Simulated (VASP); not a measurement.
CuO, 2 atoms in the cell. The structure is hexagonal, space group P-6m2 (No. 187). Conventional cell: a = 2.836 Å, b = 2.836 Å, c = 2.768 Å, α = 90.00°, β = 90.00°, γ = 120.00°. Around Cu (site symmetry -6m2) lie 6 O at 2.14 Å. O (site symmetry -6m2) is surrounded by 6 Cu at 2.14 Å. Measurements of this composition are mostly on another form, of space group No. 15.

```yaml
Program: VASP 6.6.1
Task: relaxation of cell and atoms
Functional: r2SCAN
Potentials_or_basis: VASP PAW PBE potentials, release 64 (Cu, O)
Cutoff: 600 eV
k_mesh: 11 × 11 × 10
Occupations: gaussian, width 0.05 eV
Spin: no spin polarisation
Further_INCAR_settings: ALGO = Normal; EDIFF = 1e-07; IBRION = 2; EDIFFG = -0.005; NSW = 40; ISIF = 3
```

Potentials or basis: VASP PAW PBE potentials, release 64 (Cu, O).

Run with:

```console
$ cat potpaw_PBE.64/Cu/POTCAR potpaw_PBE.64/O/POTCAR > POTCAR
$ mpirun -np 1 vasp_std > vasp.out
```

Hardware: 1 thread of Intel(R) Xeon(R) Platinum 8488C (Sapphire Rapids), on a shared host.

How long does it take, and how much memory?

It took 3.7 min on 1 thread of Intel(R) Xeon(R) Platinum 8488C (Sapphire Rapids), on a shared host, peak memory 0.17 GiB. Counts: scf iterations 75, k points 96, ion steps 5.
